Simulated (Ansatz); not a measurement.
Predict the output of the script below (Ansatz's Python interface).

The script, `elastic_bas.py`:
```python
import warnings

import ansatz as az
import numpy as np


def main() -> None:
    warnings.simplefilter("ignore", az.DeckWarning)

    crystal = (
        az.Lattice.fcc(6.3875)
        .space_group(225)
        .atom("Ba", (0.0, 0.0, 0.0))
        .atom("S", (0.5, 0.0, 0.0))
        .primitive()
    )

    calc = (
        crystal.calculation()
        .pseudopotentials("paw")
        .occupations(az.OccupationsMethod.FIXED)
        .kpoints(6, 6, 6)
    )
    result = calc.elastic("relaxed-ion").run(threads=1)
    elastic = result.elastic

    C = np.asarray(elastic.c_gpa)
    for i in range(6):
        for j in range(i, 6):
            if abs(C[i, j]) > 0.05:
                print(f"C{i + 1}{j + 1} = {C[i, j]:.1f} GPa")
    print("smallest eigenvalue of C:", round(elastic.stability.min_eigenvalue_gpa, 1), "GPa; stable:", elastic.stability.stable)
    if elastic.stability.min_eigenvalue_gpa > 0:
        for name, value in elastic.moduli.to_plain().items():
            print(f"{name:14s} {value:9.3f}")


if __name__ == "__main__":
    main()
```

Running `python elastic_bas.py` prints:
```text
C11 = 98.7 GPa
C12 = 18.8 GPa
C13 = 18.8 GPa
C22 = 98.7 GPa
C23 = 18.8 GPa
C33 = 98.7 GPa
C44 = 18.4 GPa
C55 = 18.4 GPa
C66 = 18.4 GPa
smallest eigenvalue of C: 18.4 GPa; stable: True
k_voigt_gpa       45.447
k_reuss_gpa       45.447
k_hill_gpa        45.447
g_voigt_gpa       27.011
g_reuss_gpa       23.445
g_hill_gpa        25.228
youngs_gpa        63.866
poisson            0.266
```

A positive definite tensor excludes instabilities under uniform strain alone; phonons elsewhere in the zone can still be imaginary. No functional is typed, so the default, PBE, holds. The structure is a deposited one; some such entries were measured under pressure or heat, so a shift against it needn't be the functional's error alone. The constants belong to the cell that was strained; where it wasn't relaxed first it may be under stress. Wall time of the script: 12 s on 1 thread of Arm Neoverse V2, on a shared host, peak memory 0.42 GiB.

(Lines on the test bed's own set-up are left out of the output.)
